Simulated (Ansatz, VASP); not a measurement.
**S: VASP beside Ansatz**

```
CELL_PARAMETERS angstrom
0.00000 1.99490 1.99490
1.99490 0.00000 1.99490
1.99490 1.99490 0.00000
ATOMIC_POSITIONS crystal
S 0.00000 0.00000 0.00000
```

This isn't the form of S at room conditions, which is orthorhombic, of S8 rings.

Alike in both runs: task single point; functional PBE; k mesh 16 × 16 × 16; occupations fermi-dirac, width 0.08 eV; no spin polarisation.

|  | VASP | Ansatz |
| --- | --- | --- |
| version | VASP 6.6.1 | Ansatz 0.2.0 |
| potentials or method | VASP PAW PBE potentials, release 64 (S), cutoff 520 eV | all-electron LAPW, scalar-relativistic |

Ansatz gave:

- pressure (GPa): 0.0

Estimate VASP's values.

pressure (GPa): -0.2.

Ansatz ran all-electron here, so the differences hold the error of VASP's frozen core and of both bases.
